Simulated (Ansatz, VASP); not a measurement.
**One calculation of BP, two programs**

The input INCAR:

```
SYSTEM = BP
  PREC = Accurate
  ENCUT = 520
  EDIFF = 1E-8
  ISMEAR = -1
  SIGMA = 0.05
  LREAL = .False.
  LASPH = .True.
  NELM = 100
  ALGO = Normal
  ISIF = 2
  LWAVE = .False.
  LCHARG = .False.
  LEFG = .True.
  NBANDS = 11
```

Contents of KPOINTS:

```
regular mesh
0
Gamma
  15 15 15
  0 0 0
```

File POSCAR:

```
BP
1.0
    0.0000000000      2.2690000000      2.2690000000
    2.2690000000      0.0000000000      2.2690000000
    2.2690000000      2.2690000000      0.0000000000
B P
1 1
Direct
    0.0000000000      0.0000000000      0.0000000000
    0.7500000000      0.7500000000      0.7500000000
```

Input for Ansatz:

```yaml
crystal:
  lattice:
    - [0.0, 2.269, 2.269]
    - [2.269, 0.0, 2.269]
    - [2.269, 2.269, 0.0]
  atoms:
    - { symbol: B, position: [0.0, 0.0, 0.0] }
    - { symbol: P, position: [0.75, 0.75, 0.75] }
kpoints:
  mp_grid: { grid: [15, 15, 15] }
  band_path:
    path:
      - [0.0, 0.0, 0.0]
      - [-0.5, -0.5, 0.0]
      - [-0.375, -0.375, 0.25]
      - [-0.375, 0.0, 0.375]
      - [0.0, 0.0, 0.0]
      - [0.0, 0.0, 0.5]
      - [-0.5, -0.25, 0.25]
      - [-0.5, -0.5, 0.0]
    npoints: 14
scf:
  occupations: { method: fermi_dirac, width: 0.05 }
hamiltonian:
  xc: lda
  pseudopotentials: { kind: paw }
output:
  forces: true
  stress: true
  eigenvalues: true
  efg: { contact_densities: true }
  populations: true
  bader: true
  dos: { projected: true, de: 0.2, e_range: [-14, 8] }
  write_density: true
  write_potential: true
  elf: true
  volumetric_format: npy
```

Alike in both runs: task electric field gradients; functional LDA; k mesh 15 × 15 × 15; occupations fermi-dirac, width 0.05 eV; no spin polarisation.

```csv
,VASP,Ansatz
version,VASP 6.6.1,Ansatz 0.2.0
potentials or method,"VASP PAW LDA potentials, release 64 (B, P)","PAW with Ansatz's default frozen-core files, scalar-relativistic"
plane-wave cutoff (eV),520,420
valence electrons in the cell,8,8
```

Ansatz gave:

* pressure (GPa): -5.2
* Vzz of the field gradient on the site that differs most (V/Å²): 0.0

Question: What did VASP give for the same quantities?

Answer: Pressure (GPa): -5.3; Vzz of the field gradient on the site that differs most (V/Å²): 0.0.

Caveats: an odd mesh through Γ misses points on the zone boundary, where band edges often lie.
